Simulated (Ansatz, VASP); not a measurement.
# SiC: VASP beside Ansatz, part 2 of 2

Wanted: the spread between two codes on one cell, functional and k mesh. The structure shown is the end of the Ansatz relaxation below.

VASP 6.6.1 and Ansatz 0.2.0.

So far: The starting structure; Ansatz: relaxation, PBEsol; VASP: single point, PBEsol, pair 1; Differences.

**6. VASP: single point, PBEsol, pair 2**

Level of this step: PBEsol; plane waves and PAW (Si, C) (VASP).

The same cell, functional, mesh and smearing now go to VASP, with its own data sets.

Input file INCAR:

```
SYSTEM = SiC
PREC = Accurate
ENCUT = 600
EDIFF = 1E-06
NELM = 120
ISMEAR = -1
SIGMA = 0.02
LREAL = .FALSE.
ALGO = Normal
GGA = PS
NBANDS = 14
LORBIT = 11
LWAVE = .FALSE.
LCHARG = .FALSE.
ISIF = 2
LASPH = .TRUE.
GGA_COMPAT = .FALSE.
EFERMI = MIDGAP
```

Input file POSCAR:

```
SiC
1.0
    3.0654055738      0.0000000000      0.0000000000
    0.0000000000      3.0654055738      0.0000000000
    0.0000000000      0.0000000000      4.4439003000
Si C
2 2
Direct
    0.0000000000      0.0000000000      0.0000000000
    0.5000000000      0.5000000000      0.5000000000
    0.5000000000      0.0000000000      0.7500000000
    0.0000000000      0.5000000000      0.2500000000
```

Input file KPOINTS:

```
Automatic mesh
0
Gamma
9 9 6
0 0 0
```

The projector-augmented-wave data sets are Si and C (PBE family, release 64).

Command:

```bash
mpirun -np 1 vasp_std
```

Numbers of over 12 decimals in the logs are rounded to 6 here.

Log:

```text
[banner, memory and clock lines left out]
running    1 mpi-ranks, on    1 nodes
[...]
[... a notice as in an earlier step ...]

 LDA part: xc-table for (Slater+PW92), standard interpolation
 POSCAR, INCAR and KPOINTS ok, starting setup
[...]
entering main loop
       N       E                     dE             d eps       ncg     rms          rms(c)
DAV:   1     0.310647083031E+02    0.31065E+02   -0.78962E+03  1680   0.112E+03
DAV:   2    -0.322188833152E+02   -0.63284E+02   -0.57798E+02  2308   0.181E+02
DAV:   3    -0.353286667458E+02   -0.31098E+01   -0.30942E+01  2304   0.374E+01
DAV:   4    -0.353583243975E+02   -0.29658E-01   -0.29650E-01  1866   0.434E+00
[...]
DAV:  10    -0.318164245861E+02   -0.11280E-03   -0.54849E-04  2070   0.156E-01    0.557E-02
DAV:  11    -0.318164258556E+02   -0.12695E-05   -0.43627E-05  2106   0.500E-02    0.120E-02
DAV:  12    -0.318164264056E+02   -0.55007E-06   -0.26236E-06  1956   0.114E-02
   1 F= -.31816426E+02 E0= -.31816426E+02  d E =-.469838E-15
```

From OUTCAR (step 6):

```text
  Total        0.0614338      0.0614338     -1.6567374      0.0000000     -0.0000000      0.0000000
  in kB        2.3571006      2.3571006    -63.5658795      0.0000000     -0.0000000      0.0000000
  external PRESSURE =     -19.6172261 kB  Pullay stress =       0.0000000 kB

 POSITION                                       TOTAL-FORCE (eV/Angst)
 -----------------------------------------------------------------------------------
      0.00000      0.00000      0.00000        -0.000000      0.000000      0.000000
      1.53270      1.53270      2.22195         0.000000     -0.000000      0.000000
      1.53270      0.00000      3.33293         0.000000     -0.000000      0.000000
      0.00000      1.53270      1.11098         0.000000     -0.000000     -0.000000
 -----------------------------------------------------------------------------------
    total drift:                                0.000000      0.000000     -0.000000

  FREE ENERGIE OF THE ION-ELECTRON SYSTEM (eV)
  ---------------------------------------------------
  free  energy   TOTEN  =       -31.8164264056 eV

  energy  without entropy=      -31.8164264056  energy(sigma->0) =      -31.81642641

[... 1 part as in an earlier step ...]

[... 2 further parts left out ...]
[key lines of the parts left out:]
E-fermi :   8.6467
```

The run ends at a pressure of -1.96 GPa.

**7. Comparison**

Both answers:

```tsv
quantity	Ansatz	VASP	difference
pressure (GPa)	-2.18	-1.96	-0.22
gap on the k mesh (eV)	1.271	1.262	+0.009
```

A gap on the mesh is an upper bound, since the band edges may lie between its points.

**8. Ansatz: relaxation, PBEsol**

This run makes the geometry at which the two programs are then compared. The cell compared in this pair holds 40.97 Å³, against 41.76 Å³ for the pair before.

The structure compared here is the end of the Ansatz relaxation.

Input file input.yaml:

```yaml
crystal:
  lattice:
    - [3.09610149, 0.0, 0.0]
    - [0.0, 3.09610149, 0.0]
    - [0.0, 0.0, 4.2696297]
  atoms:
    - { symbol: Si, position: [0.0, 0.0, 0.0] }
    - { symbol: Si, position: [0.5, 0.5, 0.5] }
    - { symbol: C, position: [0.5, 0.0, 0.75] }
    - { symbol: C, position: [0.0, 0.5, 0.25] }
kpoints:
  mp_grid: { grid: [9, 9, 6] }
scf:
  occupations: { method: fermi_dirac, width: 0.02 }
hamiltonian:
  xc: pbesol
  pseudopotentials: { kind: paw, azcp: { folder: soft_1 }, xc_functional: pbe }
basis:
  ecutwfc: 600
output:
  forces: true
  stress: true
  write_density: true
  write_potential: true
  elf: true
  volumetric_format: npy
relax:
  f_tol: 0.005
  max_steps: 70
  cell: { stress_tol: 0.02, p_target: 0, fix: [c, alpha, beta, gamma] }
```

Command:

```bash
ansatz run input.yaml --threads 4 --pin off --max-ram 10240MiB --backend cpu --events-out ev --progress --plain --runs-dir out
```

Log:

```text
[...]
Crystal: 4 atoms, lattice volume = 40.928 Å³
Basis set: ecut = 600 eV, 1369 PW (Γ), exchange–correlation on 50×50×72 points (8 copies of the dense FFT grid, shifted against one another)
Bands: 12, of which v1, the nominal top of the filled ones, is band 8 counted from 1 (7 counted from 0)
Symmetry: 16 space group operations
[...]
k-points: 60 of 486 (time reversal used)
[...]
k-point 59: bands = [... 4 lower, 4.1388, 4.1388, 5.3996, 5.3996, 14.8759, 14.8759, 18.7161, 18.7161]
--- Relaxed structure (3 steps of the walk, 3 accepted, 1 SCFs on fresh bases) ---
[...]
cell:  # Å, volume = 40.9685 Å³
    - [3.097634, 0.0, 0]
    - [0.0, 3.097634, 0]
    - [0, 0, 4.2696297]
  atoms:
    - { symbol: Si, position: [0, 0, 0] }
    - { symbol: Si, position: [0.5, 0.5, 0.5] }
    - { symbol: C, position: [0.5, 0, 0.750000] }
    - { symbol: C, position: [0, 0.5, 0.25] }
[key lines of the parts left out:]
SCF converged after 4 iterations
Free energy (F): -1737.407148 eV
Fermi energy:    10.146738 eV
P = ⅓ Tr σ = 2.0386 GPa (20.386 kbar)
```

**9. VASP: single point, PBEsol, pair 3**

The same cell, functional, mesh and smearing now go to VASP, with its own data sets.

INCAR is that of step 6.

Input file POSCAR:

```
SiC
1.0
    3.0976343033      0.0000000000      0.0000000000
    0.0000000000      3.0976343033      0.0000000000
    0.0000000000      0.0000000000      4.2696297000
Si C
2 2
Direct
    0.0000000000      0.0000000000      0.0000000000
    0.5000000000      0.5000000000      0.5000000000
    0.5000000000      0.0000000000      0.7500000000
    0.0000000000      0.5000000000      0.2500000000
```

KPOINTS is that of step 6.

Command:

```bash
mpirun -np 1 vasp_std
```

Log:

```text
[... set-up lines as in an earlier step ...]
 entering main loop
       N       E                     dE             d eps       ncg     rms          rms(c)
DAV:   1     0.331007282946E+02    0.33101E+02   -0.79252E+03  1680   0.112E+03
DAV:   2    -0.323232944240E+02   -0.65424E+02   -0.59117E+02  2302   0.182E+02
DAV:   3    -0.354349811101E+02   -0.31117E+01   -0.30930E+01  2292   0.371E+01
DAV:   4    -0.354639615097E+02   -0.28980E-01   -0.28975E-01  1878   0.432E+00
[...]
DAV:  10    -0.318152140846E+02   -0.11015E-03   -0.56441E-04  2076   0.162E-01    0.564E-02
DAV:  11    -0.318152167695E+02   -0.26849E-05   -0.32853E-05  2100   0.467E-02    0.130E-02
DAV:  12    -0.318152172417E+02   -0.47215E-06   -0.21346E-06  1902   0.101E-02
   1 F= -.31815217E+02 E0= -.31815217E+02  d E =-.158374E-12
```

OUTCAR, selected parts (step 9):

```text
  Total        0.0572780      0.0572780      1.6218702      0.0000000     -0.0000000      0.0000000
  in kB        2.2399992      2.2399992     63.4272931      0.0000000     -0.0000000      0.0000000
  external PRESSURE =      22.6357638 kB  Pullay stress =       0.0000000 kB

 POSITION                                       TOTAL-FORCE (eV/Angst)
 -----------------------------------------------------------------------------------
      0.00000      0.00000      0.00000         0.000000     -0.000000      0.000000
      1.54882      1.54882      2.13481        -0.000000     -0.000000      0.000000
      1.54882      0.00000      3.20222         0.000000      0.000000      0.000000
      0.00000      1.54882      1.06741         0.000000      0.000000     -0.000000
 -----------------------------------------------------------------------------------
    total drift:                                0.000000     -0.000000     -0.000000

  FREE ENERGIE OF THE ION-ELECTRON SYSTEM (eV)
  ---------------------------------------------------
  free  energy   TOTEN  =       -31.8152172417 eV

  energy  without entropy=      -31.8152172417  energy(sigma->0) =      -31.81521724

[... 1 part as in an earlier step ...]

[... 2 further parts left out ...]
[key lines of the parts left out:]
E-fermi :   8.7634
```

The run ends at a pressure of 2.26 GPa.

**10. Differences**

The two programs side by side:

```tsv
quantity	Ansatz	VASP	difference
pressure (GPa)	2.04	2.26	-0.22
gap on the k mesh (eV)	0.969	0.959	+0.010
```

A gap on the mesh is an upper bound, since the band edges may lie between its points.

**11. Summary of results**

| Property | Result |
| --- | --- |
| difference in gap on the k mesh (single point, PBEsol, pair 1) | 0.0099 eV |
| difference in gap on the k mesh (single point, PBEsol, pair 2) | 0.0094 eV |
| difference in gap on the k mesh (single point, PBEsol, pair 3) | 0.010 eV |

In words: The difference in gap on the k mesh is 0.010 eV (single point, PBEsol, pair 3), within the 0.08 eV picked in this series as the mark of a large difference. 3 further runs of this series are not shown here. Such differences can come from data sets, numerical settings and the points named under the comparisons, not from the functional's error against experiment.

[Lines on the potential files, build, host, timing and source positions are cut from VASP's logs without a mark.]

[Logs are printed without paths, hosts, clocks, repeated set-up lines and the standing remarks that a program may print on its own settings, such as how far it seeks lower states.]

[Hosts, paths, dates, database ids (printed as entryN), source tags and the programs' standing remarks are cut or masked in the printed files.]
